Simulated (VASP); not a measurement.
# Mo (Im-3m) in VASP: a series of runs, part 2 of 2

VASP 6.6.1.

## Step 5: Single point, PBE (grid = ENCUT=400 dk=0.9 cell=4x4x4 ISMEAR=1 SIGMA=0.1 LREAL=Auto EDIFF=1e-06)

The input, INCAR:

```
SYSTEM = Mo
ALGO = Fast ; EDIFF = 1E-6
ENCUT = 400 ; GGA = PE
ISIF = 2 ; ISMEAR = 1
LASPH = .True. ; LCHARG = .False.
LREAL = Auto ; LWAVE = .False.
NBANDS = 504 ; NELM = 120
PREC = Accurate ; SIGMA = 0.1
```

The input, KPOINTS:

```
k-points
0
Gamma
  1 1 1
  0 0 0
```

The input, POSCAR:

```
Mo
1.0
   -6.3352358876      6.3352358876      6.3352358876
    6.3352358876     -6.3352358876      6.3352358876
    6.3352358876      6.3352358876     -6.3352358876
Mo
63
Direct
    0.0000000000      0.0000000000      0.2500000000
    0.0000000000      0.0000000000      0.5000000000
    0.0000000000      0.0000000000      0.7500000000
    0.0000000000      0.2500000000      0.0000000000
    0.0000000000      0.2500000000      0.2500000000
    0.0000000000      0.2500000000      0.5000000000
    0.0000000000      0.2500000000      0.7500000000
    0.0000000000      0.5000000000      0.0000000000
    0.0000000000      0.5000000000      0.2500000000
    0.0000000000      0.5000000000      0.5000000000
    0.0000000000      0.5000000000      0.7500000000
    0.0000000000      0.7500000000      0.0000000000
    0.0000000000      0.7500000000      0.2500000000
    0.0000000000      0.7500000000      0.5000000000
    0.0000000000      0.7500000000      0.7500000000
    0.2500000000      0.0000000000      0.0000000000
    0.2500000000      0.0000000000      0.2500000000
    0.2500000000      0.0000000000      0.5000000000
    0.2500000000      0.0000000000      0.7500000000
    0.2500000000      0.2500000000      0.0000000000
    0.2500000000      0.2500000000      0.2500000000
    0.2500000000      0.2500000000      0.5000000000
    0.2500000000      0.2500000000      0.7500000000
    0.2500000000      0.5000000000      0.0000000000
    0.2500000000      0.5000000000      0.2500000000
    0.2500000000      0.5000000000      0.5000000000
    0.2500000000      0.5000000000      0.7500000000
    0.2500000000      0.7500000000      0.0000000000
    0.2500000000      0.7500000000      0.2500000000
    0.2500000000      0.7500000000      0.5000000000
    0.2500000000      0.7500000000      0.7500000000
    0.5000000000      0.0000000000      0.0000000000
    0.5000000000      0.0000000000      0.2500000000
    0.5000000000      0.0000000000      0.5000000000
    0.5000000000      0.0000000000      0.7500000000
    0.5000000000      0.2500000000      0.0000000000
    0.5000000000      0.2500000000      0.2500000000
    0.5000000000      0.2500000000      0.5000000000
    0.5000000000      0.2500000000      0.7500000000
    0.5000000000      0.5000000000      0.0000000000
    0.5000000000      0.5000000000      0.2500000000
    0.5000000000      0.5000000000      0.5000000000
    0.5000000000      0.5000000000      0.7500000000
    0.5000000000      0.7500000000      0.0000000000
    0.5000000000      0.7500000000      0.2500000000
    0.5000000000      0.7500000000      0.5000000000
    0.5000000000      0.7500000000      0.7500000000
    0.7500000000      0.0000000000      0.0000000000
    0.7500000000      0.0000000000      0.2500000000
    0.7500000000      0.0000000000      0.5000000000
    0.7500000000      0.0000000000      0.7500000000
    0.7500000000      0.2500000000      0.0000000000
    0.7500000000      0.2500000000      0.2500000000
    0.7500000000      0.2500000000      0.5000000000
    0.7500000000      0.2500000000      0.7500000000
    0.7500000000      0.5000000000      0.0000000000
    0.7500000000      0.5000000000      0.2500000000
    0.7500000000      0.5000000000      0.5000000000
    0.7500000000      0.5000000000      0.7500000000
    0.7500000000      0.7500000000      0.0000000000
    0.7500000000      0.7500000000      0.2500000000
    0.7500000000      0.7500000000      0.5000000000
    0.7500000000      0.7500000000      0.7500000000
```

Potentials or basis: VASP PAW PBE potentials, release 64 (Mo_sv).

The run is started by

```console
> cat potpaw_PBE.64/Mo_sv/POTCAR > POTCAR
> mpirun -np 1 vasp_std > vasp.out
```

OUTCAR:

```text
SYSTEM = Mo
   EDIFF = 1E-6
   ENCUT = 400
   GGA = PE
   ISIF = 2
   ISMEAR = 1
   LASPH = .True.
   LREAL = Auto
   NELM = 120
   PREC = Accurate

 Found      1 irreducible k-points:

 Following reciprocal coordinates:
            Coordinates               Weight
  0.000000  0.000000  0.000000      1.000000
   k-points           NKPTS =      1   k-points in BZ     NKDIM =      1   number of bands    NBANDS=    504
   number of dos      NEDOS =    301   number of ions     NIONS =     63
   total plane-waves  NPLWV = 373248
   dimension x,y,z NGX =    72 NGY =   72 NGZ =   72
   dimension x,y,z NGXF=   144 NGYF=  144 NGZF=  144
   ions per type =              63
[... 533 lines left out ...]
  Total      -16.7338183    -16.7338183    -16.7338183     -0.0000000     -0.0000000      0.0000000
  in kB      -26.3607201    -26.3607201    -26.3607201     -0.0000000     -0.0000000      0.0000000
  external PRESSURE =     -26.3607201 kB  Pullay stress =       0.0000000 kB

 VOLUME and BASIS-vectors are now :
 -----------------------------------------------------------------------------
  energy-cutoff  :      400.00
  volume of cell :     1017.06
      direct lattice vectors                 reciprocal lattice vectors
    -6.335235888  6.335235888  6.335235888     0.000000000  0.078923659  0.078923659
     6.335235888 -6.335235888  6.335235888     0.078923659  0.000000000  0.078923659
     6.335235888  6.335235888 -6.335235888     0.078923659  0.078923659  0.000000000

 POSITION                                       TOTAL-FORCE (eV/Angst)
 -----------------------------------------------------------------------------------
      1.58381      1.58381     -1.58381         0.002298      0.002298     -0.002298
      3.16762      3.16762     -3.16762        -0.000000     -0.000000      0.000000
      4.75143      4.75143     -4.75143        -0.002298     -0.002298      0.002298
      1.58381     -1.58381      1.58381         0.002298     -0.002298      0.002298
      3.16762      0.00000      0.00000        -0.287203     -0.000000      0.000000
      4.75143      1.58381     -1.58381         0.152601     -0.044423      0.044423
[... 55 lines left out ...]
      3.16762      3.16762      6.33524         0.134403      0.134403      0.000000
      4.75143      4.75143      4.75143        -0.002298     -0.002298     -0.002298
 -----------------------------------------------------------------------------------
    total drift:                                0.000000      0.000000     -0.000000

  FREE ENERGIE OF THE ION-ELECTRON SYSTEM (eV)
  ---------------------------------------------------
  free  energy   TOTEN  =      -683.5753799211 eV

  energy  without entropy=     -683.6452065633  energy(sigma->0) =     -683.59865547
```

Run time: 24 min. Hardware: 1 thread of Intel Xeon Platinum 8559C (Emerald Rapids), shared host; peak memory 0.92 GiB.

The run converged, but some of its settings lie outside the range that counts as converged, so its numbers aren't taken as properties of the crystal.

What came out:

```
Free energy            : -683.5754 eV
Pressure               : -2.6 GPa
Largest force          : 0.287 eV/Å
Band gap on the k mesh : 0.50 eV, direct
```

## Step 6: Single point, PBE (grid = ENCUT=400 dk=0.9 cell=3x3x3 ISMEAR=1 SIGMA=0.1 LREAL=Auto EDIFF=1e-06)

The input, INCAR:

```
PREC = Accurate ; ENCUT = 400
EDIFF = 1E-6 ; ISMEAR = 1
SIGMA = 0.1 ; LREAL = Auto
LASPH = True ; NELM = 120
ALGO = Fast ; ISIF = 2
LWAVE = False ; LCHARG = False
GGA = PE ; NBANDS = 208
```

The input, KPOINTS:

```
regular mesh
0
Gamma
  2 2 2
```

The input, POSCAR:

```
Mo
1.0
   -4.7514269157      4.7514269157      4.7514269157
    4.7514269157     -4.7514269157      4.7514269157
    4.7514269157      4.7514269157     -4.7514269157
Mo
26
Direct
    0.0000000000      0.0000000000      0.3333333333
    0.0000000000      0.0000000000      0.6666666667
    0.0000000000      0.3333333333      0.0000000000
    0.0000000000      0.3333333333      0.3333333333
    0.0000000000      0.3333333333      0.6666666667
    0.0000000000      0.6666666667      0.0000000000
    0.0000000000      0.6666666667      0.3333333333
    0.0000000000      0.6666666667      0.6666666667
    0.3333333333      0.0000000000      0.0000000000
    0.3333333333      0.0000000000      0.3333333333
    0.3333333333      0.0000000000      0.6666666667
    0.3333333333      0.3333333333      0.0000000000
    0.3333333333      0.3333333333      0.3333333333
    0.3333333333      0.3333333333      0.6666666667
    0.3333333333      0.6666666667      0.0000000000
    0.3333333333      0.6666666667      0.3333333333
    0.3333333333      0.6666666667      0.6666666667
    0.6666666667      0.0000000000      0.0000000000
    0.6666666667      0.0000000000      0.3333333333
    0.6666666667      0.0000000000      0.6666666667
    0.6666666667      0.3333333333      0.0000000000
    0.6666666667      0.3333333333      0.3333333333
    0.6666666667      0.3333333333      0.6666666667
    0.6666666667      0.6666666667      0.0000000000
    0.6666666667      0.6666666667      0.3333333333
    0.6666666667      0.6666666667      0.6666666667
```

Potentials or basis: VASP PAW PBE potentials, release 64 (Mo_sv).

The run is started by

```console
> cat potpaw_PBE.64/Mo_sv/POTCAR > POTCAR
> mpirun -np 1 vasp_std > vasp.out
```

OUTCAR:

```text
PREC = Accurate
   ENCUT = 400
   EDIFF = 1E-6
   ISMEAR = 1
   LREAL = Auto
   LASPH = True
   NELM = 120
   ISIF = 2
   GGA = PE

 Found      3 irreducible k-points:

 Following reciprocal coordinates:
            Coordinates               Weight
  0.000000  0.000000  0.000000      1.000000
  0.500000  0.000000  0.000000      6.000000
  0.500000  0.500000  0.500000      1.000000
   k-points           NKPTS =      3   k-points in BZ     NKDIM =      3   number of bands    NBANDS=    208
   number of dos      NEDOS =    301   number of ions     NIONS =     26
   total plane-waves  NPLWV = 157464
[... 671 lines left out ...]
  Total      -13.1147684    -13.1147684    -13.1147684     -0.0000000     -0.0000000     -0.0000000
  in kB      -48.9710096    -48.9710096    -48.9710096     -0.0000000     -0.0000000     -0.0000000
  external PRESSURE =     -48.9710096 kB  Pullay stress =       0.0000000 kB

 VOLUME and BASIS-vectors are now :
 -----------------------------------------------------------------------------
  energy-cutoff  :      400.00
  volume of cell :      429.07
      direct lattice vectors                 reciprocal lattice vectors
    -4.751426916  4.751426916  4.751426916     0.000000000  0.105231546  0.105231546
     4.751426916 -4.751426916  4.751426916     0.105231546  0.000000000  0.105231546
     4.751426916  4.751426916 -4.751426916     0.105231546  0.105231546  0.000000000

 POSITION                                       TOTAL-FORCE (eV/Angst)
 -----------------------------------------------------------------------------------
      1.58381      1.58381     -1.58381        -0.270930     -0.270930      0.270930
      3.16762      3.16762     -3.16762         0.270930      0.270930     -0.270930
      1.58381     -1.58381      1.58381        -0.270930      0.270930     -0.270930
      3.16762      0.00000      0.00000        -0.332508      0.000000      0.000000
      4.75143      1.58381     -1.58381        -0.000000      0.064415     -0.064415
      3.16762     -3.16762      3.16762         0.270930     -0.270930      0.270930
[... 18 lines left out ...]
      1.58381      1.58381      4.75143         0.064415      0.064415     -0.000000
      3.16762      3.16762      3.16762         0.270930      0.270930      0.270930
 -----------------------------------------------------------------------------------
    total drift:                                0.000000      0.000000      0.000000

  FREE ENERGIE OF THE ION-ELECTRON SYSTEM (eV)
  ---------------------------------------------------
  free  energy   TOTEN  =      -282.0594653539 eV

  energy  without entropy=     -282.0561303764  energy(sigma->0) =     -282.05835369
```

OSZICAR:

```text
N       E                     dE             d eps       ncg     rms          rms(c)
DAV:   1     0.433895759310E+04    0.43390E+04   -0.19981E+05  1288   0.152E+03
DAV:   2    -0.654350251409E+02   -0.44044E+04   -0.43061E+04  1304   0.538E+02
DAV:   3    -0.290627918090E+03   -0.22519E+03   -0.21763E+03  1672   0.102E+02
[... 10 lines left out ...]
RMM:  14    -0.282059413222E+03   -0.75677E-04   -0.12247E-03  1751   0.392E-02    0.136E-02
RMM:  15    -0.282059450210E+03   -0.36989E-04   -0.32108E-04  1767   0.198E-02    0.135E-02
RMM:  16    -0.282059457626E+03   -0.74160E-05   -0.13372E-04  1344   0.114E-02    0.357E-03
RMM:  17    -0.282059462268E+03   -0.46421E-05   -0.47891E-05  1277   0.571E-03    0.361E-03
RMM:  18    -0.282059464510E+03   -0.22412E-05   -0.20703E-05  1005   0.311E-03    0.116E-03
RMM:  19    -0.282059465354E+03   -0.84435E-06   -0.90601E-06   791   0.165E-03
   1 F= -.28205947E+03 E0= -.28205835E+03  d E =-.333498E-02
```

Run time: 9.5 min. Hardware: 1 thread of Intel Xeon Platinum 8259CL at 2.50GHz (Skylake/Cascade Lake), shared host; peak memory 0.46 GiB.

The run converged, but some of its settings lie outside the range that counts as converged, so its numbers aren't taken as properties of the crystal.

Results:

| Item | Value |
| --- | --- |
| Free energy | -282.0595 eV |
| Pressure | -4.9 GPa |
| Largest force | 0.469 eV/Å |
| Band gap on the k mesh | none (metal or under the smearing width) |

Caveat: the k mesh is coarse (spacing up to 0.47 Å⁻¹), so the values aren't converged.

## Step 7: The reference run

An earlier run on the cell as given: functional PBE; potentials or basis VASP PAW PBE potentials, release 64 (Mo_sv); cutoff 520 eV; k mesh 12 × 12 × 12; occupations fermi-dirac, width 0.05 eV; no spin polarisation.

* Pressure: -1.4 GPa
* Band gap on the k mesh: none (metal or under the smearing width)
